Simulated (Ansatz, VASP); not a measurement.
**One calculation of Bi, two programs**

Contents of INCAR:

```
SYSTEM = Bi
  PREC = Accurate
  ENCUT = 520
  EDIFF = 1E-8
  ISMEAR = -1
  SIGMA = 0.08
  LREAL = .False.
  LASPH = .True.
  NELM = 150
  ALGO = Normal
  ISIF = 2
  LWAVE = .False.
  LCHARG = .False.
  MAGMOM = 0 0 0 0 0 0
  LORBIT = 11
  LSORBIT = .True.
  GGA_COMPAT = .False.
  LORBMOM = .True.
  GGA = PE
  LEFG = .True.
  NBANDS = 42
```

KPOINTS

```
regular mesh
0
Gamma
  9 9 3
  0 0 0
```

File POSCAR:

```
Bi
1.0
    4.5390002997      0.0000000000      0.0000000000
   -2.2695001499      3.9308895674      0.0000000000
    0.0000000000      0.0000000000     11.8290000000
Bi
2
Direct
    0.3333333333      0.6666666667      0.2500000000
    0.6666666667      0.3333333333      0.7500000000
```

Input for Ansatz:

```yaml
crystal:
  lattice:
    - [4.5390002997, 0.0, 0.0]
    - [-2.2695001499, 3.9308895674, 0.0]
    - [0.0, 0.0, 11.829]
  atoms:
    - { symbol: Bi, position: [0.3333333333, 0.6666666667, 0.25] }
    - { symbol: Bi, position: [0.6666666667, 0.3333333333, 0.75] }
kpoints:
  mp_grid: { grid: [9, 9, 3] }
  band_path:
    path:
      - [0.0, 0.0, 0.0]
      - [0.5, 0.0, 0.0]
      - [0.3333333333, 0.3333333333, 0.0]
      - [0.0, 0.0, 0.0]
      - [0.0, 0.0, 0.5]
      - [0.5, 0.0, 0.5]
      - [0.3333333333, 0.3333333333, 0.5]
      - [0.0, 0.0, 0.5]
      - [0.5, 0.0, 0.5]
    npoints: 5
scf:
  occupations: { method: fermi_dirac, width: 0.08 }
hamiltonian:
  xc: pbe
  pseudopotentials: { kind: paw_fr }
output:
  forces: true
  stress: true
  eigenvalues: true
  efg: { contact_densities: true }
magnetization:
  noncollinear: true
  spin_orbit: true
```

Alike in both runs: task electric field gradients; functional PBE; k mesh 9 × 9 × 3; occupations fermi-dirac, width 0.08 eV; non-collinear spin, spin-orbit coupling.

|  | VASP | Ansatz |
| --- | --- | --- |
| version | VASP 6.6.1 | Ansatz 0.2.0 |
| potentials or method | VASP PAW PBE potentials, release 64 (Bi_d) | PAW with Ansatz's default frozen-core files, fully relativistic files with spin-orbit coupling |
| plane-wave cutoff (eV) | 520 | 420 |
| valence electrons in the cell | 30 | 30 |

VASP gave:

| Quantity | Value |
| --- | --- |
| pressure (GPa) | -1.9 |
| largest component of the traceless stress (GPa) | 1.61 |
| net moment per atom (μB) | 0.00 |
| Vzz of the field gradient on the site that differs most (V/Å²) | -229.1 |

Task: Which values does Ansatz return?

Result: Pressure (GPa): -1.7; largest component of the traceless stress (GPa): 1.50; net moment per atom (μB): 0.00; Vzz of the field gradient on the site that differs most (V/Å²): -252.8.

With one functional, cell and mesh, what is left measures potentials, basis and numerics.
